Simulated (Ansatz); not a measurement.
# Si2W: the cost of one run

Computed with Ansatz 0.2.0 (DFT PBE, scalar-relativistic, plane waves, PAW, unless a step's input says otherwise).

74 further runs of the same task are left out: 1 that didn't finish, 73 set aside as unsound or not needed.

**1. Starting point**

Symmetry: P6_222, No. 180, hexagonal system. Conventional cell: a = 4.614 Å, b = 4.614 Å, c = 6.647 Å, α = 90.00°, β = 90.00°, γ = 120.00°. Around Si (site symmetry 2) lie 5 Si at 2.57 to 2.69 Å and 5 W at 2.59 to 2.69 Å. W (site symmetry 222) has 10 Si at 2.59 to 2.69 Å as nearest neighbours.

Coordinates:

```
CELL_PARAMETERS angstrom
4.61440 0.00000 0.00000
-2.30720 3.99619 0.00000
0.00000 0.00000 6.64689
ATOMIC_POSITIONS crystal
Si 0.83634 0.67269 0.50000
Si 0.16366 0.83634 0.83333
Si 0.67269 0.83634 0.16667
Si 0.16366 0.32731 0.50000
Si 0.83634 0.16366 0.83333
Si 0.32731 0.16366 0.16667
W 0.00000 0.50000 0.16667
W 0.50000 0.50000 0.83333
W 0.50000 0.00000 0.50000
```

It goes back to an entry of the Materials Project, which need not be the stable form.

This cell was relaxed beforehand with the same method: volume 13.62 Å³/atom, gap on the mesh 0.14 eV.

**2. Plan of the line**

Atoms count from 1 in the order of the input.

The energy is mapped over a free internal coordinate and the cell.

The axes are (1) shift of Si1 along [1 2 0], its symmetry partners moved as symmetry demands (measured in the relaxed cell): 11 values from −0.25 Å; (2) c/a of the conventional cell at fixed volume: 11 values from 1.325 to 1.556.

Nothing else is relaxed (all other coordinates fixed). Energies count from the relaxed crystal. Points are written as (first, second).

**3. Point (0.00 Å, 1.325)**

Input file input.yaml:

```yaml
crystal:
  lattice:
    - [4.7444861815, 0.0, 0.0]
    - [-2.3722430908, 4.1088455611, 0.0]
    - [0.0, 0.0, 6.2873930878]
  atoms:
    - { symbol: Si, position: [0.8363432358, 0.6726864716, 0.5] }
    - { symbol: Si, position: [0.1636567642, 0.8363432358, 0.8333333333] }
    - { symbol: Si, position: [0.6726864716, 0.8363432358, 0.1666666667] }
    - { symbol: Si, position: [0.1636567642, 0.3273135284, 0.5] }
    - { symbol: Si, position: [0.8363432358, 0.1636567642, 0.8333333333] }
    - { symbol: Si, position: [0.3273135284, 0.1636567642, 0.1666666667] }
    - { symbol: W, position: [0.0, 0.5, 0.1666666667] }
    - { symbol: W, position: [0.5, 0.5, 0.8333333333] }
    - { symbol: W, position: [0.5, 0.0, 0.5] }
basis:
  ecutwfc: 420
kpoints:
  mp_grid: { grid: [9, 9, 6] }
hamiltonian:
  xc: pbe
  pseudopotentials: { kind: paw, azcp: { folder: soft_1 } }
scf:
  occupations: { method: gaussian, width: 0.03 }
output:
  forces: true
  stress: true
  eigenvalues: true
```

Started as:

```
ansatz run input.yaml --threads 4 --pin off --max-ram 8192MiB --backend cpu --events-out ev --progress --plain --runs-dir out
```

**Question.** How long does this run take on 4 threads of AMD EPYC 9R45 (Zen 5), shared host, and how much memory does it need?

About 1.6 s, with a peak of 0.55 GiB.
